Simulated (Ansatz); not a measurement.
**MgTe: further runs on the relaxed cell**

One table from this session's results is given with a row withheld; the runs are named, their logs left out.

Computed with Ansatz 0.2.0 (DFT PBE and PBEsol (the runs whose input is shown use PBEsol), scalar-relativistic, plane waves, PAW).

**The starting structure**

Symmetry: P6_3mc, No. 186, hexagonal system. The conventional cell has a = 4.607 Å, b = 4.607 Å, c = 7.506 Å, α = 90.00°, β = 90.00°, γ = 120.00°. Mg (site symmetry 3m) is surrounded by 4 Te at 2.82 Å. Around Te (site symmetry 3m) lie 4 Mg at 2.82 Å.

Coordinates:

```xyz
4
Lattice="4.6072 0.0000 0.0000 -2.3036 3.9899 0.0000 0.0000 0.0000 7.5055" Properties=species:S:1:pos:R:3 pbc="T T T"
Mg    0.0000    2.6599    0.0332
Mg    2.3036    1.3300    3.7859
Te    0.0000    2.6599    2.8564
Te    2.3036    1.3300    6.6092
```

It is the result of an earlier relaxation at this level (volume 34.49 Å³/atom; gap on the mesh: 2.37 eV).

Set-up of the first run:

The input, input.yaml:

```yaml
crystal:
  lattice:
    - [4.6071653054, 0.0, 0.0]
    - [-2.3035826527, 3.9899221939, 0.0]
    - [0.0, 0.0, 7.5055062456]
  atoms:
    - { symbol: Mg, position: [0.3333333333, 0.6666666667, 0.0044219958] }
    - { symbol: Mg, position: [0.6666666667, 0.3333333333, 0.5044219958] }
    - { symbol: Te, position: [0.3333333333, 0.6666666667, 0.3805780042] }
    - { symbol: Te, position: [0.6666666667, 0.3333333333, 0.8805780042] }
basis:
  ecutwfc: 420
kpoints:
  mp_grid: { grid: [9, 9, 4] }
hamiltonian:
  xc: pbesol
scf:
  occupations: { method: gaussian, width: 0.02 }
output:
  forces: true
  stress: true
  eigenvalues: true
relax:
  adjacent_minimum: "off"
  f_tol: 0.005
  max_steps: 50
  cell: { stress_tol: 0.05 }
```

Command:

```sh
$ ansatz run input.yaml --threads 2 --pin off --max-ram 5120MiB --backend cpu --events-out ev --progress --plain --runs-dir out
```

Steps of the session up to this table: The cell under PBEsol; The cell under PBE+D3(BJ); Relaxing with LDA.

One table of the session follows, with a row left open; its other results are not shown here.

It belongs to the step «Relaxed cells side by side». 

```
functional  a (Å)  b (Å)  c (Å)  volume (Å³/atom)  gap on the mesh (eV)
       PBE  4.607  4.607  7.506             34.49                  2.37
    PBEsol      ?      ?      ?                 ?                     ?
PBE+D3(BJ)  4.541  4.541  7.393             33.00                  2.57
       LDA  4.509  4.509  7.339             32.31                  2.43
```

Q: Estimate the row for PBEsol from the others.

As computed: a (Å): 4.561; b (Å): 4.561; c (Å): 7.415; volume (Å³/atom): 33.40; gap on the mesh (eV): 2.39. In the column «a (Å)» it lies between PBE+D3(BJ) (4.541) and PBE (4.607).
